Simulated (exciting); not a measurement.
# Hf (Im-3m) in exciting: density of states with LDA-vBH

Aim: the density of states of Hf with LDA-vBH.

Program: exciting (release sodium). These are calculated values, not measurements. Logs are shortened: lines on timing, memory, paths and dates and some standing lists are left out, and cuts for length are marked.

## (1) Starting point

The structure is cubic, space group Im-3m (No. 229). Conventional cell: a = 3.610 Å, b = 3.610 Å, c = 3.610 Å, α = 90.00°, β = 90.00°, γ = 90.00°. Around Hf (site symmetry m-3m) lie 8 Hf at 3.13 Å.

This isn't the form of Hf at room conditions, which is hcp.

## (2) Density of states, LDA-vBH

input.xml

```xml
<input>
  <title>Hf</title>
  <structure speciespath="./" tshift="false">
    <crystal scale="5.9079484967">
      <basevect>-0.577350269193 0.577350269193 0.577350269193</basevect>
      <basevect>0.577350269193 -0.577350269193 0.577350269193</basevect>
      <basevect>0.577350269193 0.577350269193 -0.577350269193</basevect>
    </crystal>
    <species speciesfile="Hf.xml" rmt="2.3">
      <atom coord="0.000000000000 0.000000000000 0.000000000000"/>
    </species>
  </structure>
  <groundstate do="fromscratch" ngridk="10 10 10" rgkmax="8" gmaxvr="14" lmaxapw="10" lmaxmat="10" lmaxvr="8" xctype="LDA_vBH" stype="Fermi Dirac" swidth="0.00499791" nempty="12" ValenceRelativity="iora*" epsengy="1e-05" epspot="1e-05" maxscl="60" outputlevel="normal"/>
  <properties>
    <dos nwdos="300" winddos="-0.4 0.4" inttype="tetra" ngrdos="100" nsmdos="2" lmirep="true"/>
    <chargedensityplot>
      <plot3d>
        <box grid="16 16 16">
          <origin coord="0 0 0"/>
          <point coord="1 0 0"/>
          <point coord="0 1 0"/>
          <point coord="0 0 1"/>
        </box>
      </plot3d>
    </chargedensityplot>
    <elfplot>
      <plot3d>
        <box grid="16 16 16">
          <origin coord="0 0 0"/>
          <point coord="1 0 0"/>
          <point coord="0 1 0"/>
          <point coord="0 0 1"/>
        </box>
      </plot3d>
    </elfplot>
    <exccplot>
      <plot3d>
        <box grid="16 16 16">
          <origin coord="0 0 0"/>
          <point coord="1 0 0"/>
          <point coord="0 1 0"/>
          <point coord="0 0 1"/>
        </box>
      </plot3d>
    </exccplot>
  </properties>
</input>
```

Potentials or basis: all-electron LAPW+lo, shipped species files, valence relativity iora*.

Started as:

```
OMP_NUM_THREADS=1 exciting_smp
```

INFO.OUT:

```text
================================================================================
EXCITING SODIUM started
[... 10 lines left out ...]

 Lattice vectors (cartesian) :
     -3.4109556549      3.4109556549      3.4109556549
      3.4109556549     -3.4109556549      3.4109556549
      3.4109556549      3.4109556549     -3.4109556549

 Reciprocal lattice vectors (cartesian) :
      0.0000000000      0.9210300489      0.9210300489
      0.9210300489      0.0000000000      0.9210300489
      0.9210300489      0.9210300489      0.0000000000

 Unit cell volume                           :     158.7406707904
 Brillouin zone volume                      :       1.5626128591

 Species :    1 (Hf)
     parameters loaded from                 :    Hf.xml
     name                                   :    hafnium
     nuclear charge                         :     -72.00000000
     electronic charge                      :      72.00000000
     atomic mass                            :  325367.36570000
     muffin-tin radius                      :       2.30000000
     # of radial points in muffin-tin       :     450

     atomic positions (lattice) :
       1 :   0.00000000  0.00000000  0.00000000

 Total number of atoms per unit cell        :       1

 Spin treatment                             :    spin-unpolarised

 Number of Bravais lattice symmetries       :      48
 Number of crystal symmetries               :      48

 k-point grid                               :      10   10   10
 Total number of k-points                   :      47
 k-point set is reduced with crystal symmetries

 R^MT_min * |G+k|_max (rgkmax)              :       8.00000000
 Species with R^MT_min                      :       1 (Hf)
 Maximum |G+k| for APW functions            :       3.47826087
 Maximum |G| for potential and density      :      14.00000000

 G-vector grid sizes                        :      27    27    27
 Total number of G-vectors                  :    7395

 Maximum angular momentum used for
     APW functions                          :      10
     computing H and O matrix elements      :      10
     potential and density                  :       8
     inner part of muffin-tin               :       2

 Total nuclear charge                       :     -72.00000000
 Total electronic charge                    :      72.00000000
 Total core charge                          :      46.00000000
 Total valence charge                       :      26.00000000

 Number of empty states                     :      12
 Total number of valence states             :      26

 Maximum Hamiltonian size                   :     162
 Maximum number of plane-waves              :     135
 Total number of local-orbitals             :      27

 Exchange-correlation type                  :       5
     von Barth-Hedin, J. Phys. C 5, 1629 (1972)

 Smearing scheme                            :    Fermi-Dirac
 Smearing width                             :       0.00499791

 Using multisecant Broyden potential mixing
[... 16 lines left out ...]
+ SCF iteration number :    1                                                  +
++++++++++++++++++++++++++++++++++++++++++++++++++++++++++++++++++++++++++++++++
 Total energy                               :    -15077.51613885
 _______________________________________________________________
 Fermi energy                               :         0.33474450
 Kinetic energy                             :     16881.74959071
 Coulomb energy                             :    -31657.56031733
 Exchange energy                            :      -293.15407346
 Correlation energy                         :        -8.55133876

 DOS at Fermi energy (states/Ha/cell)       :        54.17062390

 Electron charges :
     core                                   :        46.00000000
     core leakage                           :         0.00001633
     valence                                :        26.00000000
     interstitial                           :         2.95746592
     charge in muffin-tin spheres :
                  atom     1    Hf          :        69.04253408
     total charge in muffin-tins            :        69.04253408
     total charge                           :        72.00000000

++++++++++++++++++++++++++++++++++++++++++++++++++++++++++++++++++++++++++++++++
+ SCF iteration number :    2                                                  +
++++++++++++++++++++++++++++++++++++++++++++++++++++++++++++++++++++++++++++++++
 Total energy                               :    -15086.39232449
 _______________________________________________________________
 Fermi energy                               :         0.32966894
 Kinetic energy                             :     16876.75224926
 Coulomb energy                             :    -31661.26708270
 Exchange energy                            :      -293.32301707
 Correlation energy                         :        -8.55447397
[... 233 lines left out ...]
++++++++++++++++++++++++++++++++++++++++++++++++++++++++++++++++++++++++++++++++
+ SCF iteration number :   11                                                  +
++++++++++++++++++++++++++++++++++++++++++++++++++++++++++++++++++++++++++++++++
 Total energy                               :    -15089.93846257
 _______________________________________________________________
 Fermi energy                               :         0.32031695
 Kinetic energy                             :     16873.80607312
 Coulomb energy                             :    -31661.82256974
 Exchange energy                            :      -293.36599047
 Correlation energy                         :        -8.55597548

 DOS at Fermi energy (states/Ha/cell)       :        55.71041141

 Electron charges :
     core                                   :        46.00000000
     core leakage                           :         0.00001577
     valence                                :        26.00000000
     interstitial                           :         2.86260581
     charge in muffin-tin spheres :
                  atom     1    Hf          :        69.13739419
     total charge in muffin-tins            :        69.13739419
     total charge                           :        72.00000000

 RMS change in effective potential (target) :  0.166512E-07  ( 0.100000E-04)
 Absolute change in total energy   (target) :  0.436306E-05  ( 0.100000E-04)
 Charge distance                   (target) :  0.187768E-08  ( 0.100000E-04)

++++++++++++++++++++++++++++++++++++++++++++++++++++++++++++++++++++++++++++++++
| Convergency criteria checked for the last 2 iterations                       +
| Convergence targets achieved. Performing final SCF iteration                 +
++++++++++++++++++++++++++++++++++++++++++++++++++++++++++++++++++++++++++++++++
 Total energy                               :    -15089.93845833
 _______________________________________________________________
 Fermi energy                               :         0.32031695
 Kinetic energy                             :     16873.80607508
 Coulomb energy                             :    -31661.82256756
 Exchange energy                            :      -293.36599037
 Correlation energy                         :        -8.55597548

 DOS at Fermi energy (states/Ha/cell)       :        55.71041061

 Electron charges :
     core                                   :        46.00000000
     core leakage                           :         0.00001577
     valence                                :        26.00000000
     interstitial                           :         2.86260578
     charge in muffin-tin spheres :
                  atom     1    Hf          :        69.13739422
     total charge in muffin-tins            :        69.13739422
     total charge                           :        72.00000000

++++++++++++++++++++++++++++++++++++++++++++++++++++++++++++++++++++++++++++++++
[... 12 lines left out ...]
| EXCITING SODIUM stopped                                                      =
================================================================================
```

stdout:

```text
Info(rhoplot):
 3D density plot written to RHO3D.xml

Info(potplot):
 3D Coulomb potential plot written to VCL3D.xml
 3D exchange-correlation potential plot written to VXC3D.xml

Info(elfplot): 3D ELF plot written to ELF3D.xml

Info(dos):

   Total density of states written to TDOS.OUT

   Partial density of states written to PDOS_Sss_Aaaaa.OUT
   for all species and atoms

   Eigenvalues of a random matrix in the (l, m) basis symmetrised
   with the site symmetries written to ELMIREP.OUT for all
   species and atoms. Degenerate eigenvalues correspond to
   irreducible representations of each site symmetry group

   Interstitial density of states written to IDOS.OUT

   Fermi energy is at zero in plot

   DOS units are states/Hartree/unit cell
```

WARNINGS.OUT:

```text
Inversion symmetry is present. Consider using input%groundstate%solver%type = "inversionsymmetry"
```

Run time: 48 s. Hardware: 1 thread of Arm Neoverse V1, shared host; peak memory 0.1 GiB.

Results:

```
Band gap on the k mesh                            : none (metal or under the smearing width)
All electrons inside the program's atomic spheres : Hf 69.14 (radii Hf 2.3 bohr)
Density of states at the Fermi level              : 2.05 states/eV per cell
```

Levels at points of the mesh, in eV from the Fermi level:
```
           k point  band 10  band 11  band 12  band 13  band 14  band 15  band 16  band 17
(0.00, 0.00, 0.00)   -11.62   -11.59    -6.84     1.39     1.39     1.39     4.04     4.04
(0.50, 0.00, 0.00)   -11.61   -11.60    -3.24    -0.48     1.01     3.82     4.78     7.08
(0.50, 0.50, 0.50)   -11.61   -11.61    -2.37    -2.37     6.31     6.31     6.31     6.91
```

States per cell in windows of 0.5 eV (zero at the Fermi level; states under -8 eV left out):
```
from (eV)  total  Hf1 d  Hf1 s  Hf1 p  Hf1 f
     -8.0   0.00   0.00   0.00   0.00   0.00
     -7.5   0.00   0.00   0.00   0.00   0.00
     -7.0   0.01   0.00   0.00   0.00   0.00
     -6.5   0.04   0.00   0.01   0.00   0.00
     -6.0   0.05   0.00   0.01   0.00   0.00
     -5.5   0.07   0.00   0.01   0.00   0.00
     -5.0   0.09   0.00   0.02   0.00   0.00
     -4.5   0.12   0.00   0.02   0.00   0.00
     -4.0   0.16   0.01   0.02   0.01   0.00
     -3.5   0.29   0.04   0.03   0.01   0.00
     -3.0   0.34   0.06   0.03   0.01   0.00
     -2.5   0.42   0.11   0.03   0.01   0.00
     -2.0   0.43   0.13   0.01   0.01   0.00
     -1.5   0.22   0.07   0.00   0.01   0.00
     -1.0   0.65   0.25   0.00   0.02   0.00
     -0.5   1.14   0.46   0.00   0.04   0.00
      0.0   1.00   0.39   0.00   0.05   0.00
      0.5   0.57   0.26   0.00   0.02   0.00
      1.0   0.24   0.13   0.00   0.00   0.00
      1.5   0.12   0.06   0.00   0.00   0.00
      2.0   0.32   0.17   0.00   0.01   0.00
      2.5   0.45   0.25   0.01   0.01   0.00
      3.0   0.55   0.33   0.00   0.01   0.00
      3.5   0.71   0.45   0.01   0.01   0.00
      4.0   0.82   0.55   0.01   0.01   0.00
      4.5   1.36   0.92   0.02   0.01   0.00
      5.0   0.41   0.24   0.01   0.01   0.00
      5.5   0.21   0.13   0.01   0.01   0.00
      6.0   0.25   0.15   0.01   0.01   0.00
      6.5   0.33   0.18   0.01   0.01   0.00
      7.0   0.46   0.24   0.03   0.02   0.00
      7.5   0.18   0.08   0.03   0.01   0.00
```

Caveat: the tetrahedron DOS on this energy grid can lose part of the weight of narrow d or f bands. Spin-orbit coupling is left out, which matters for the levels of Hf.
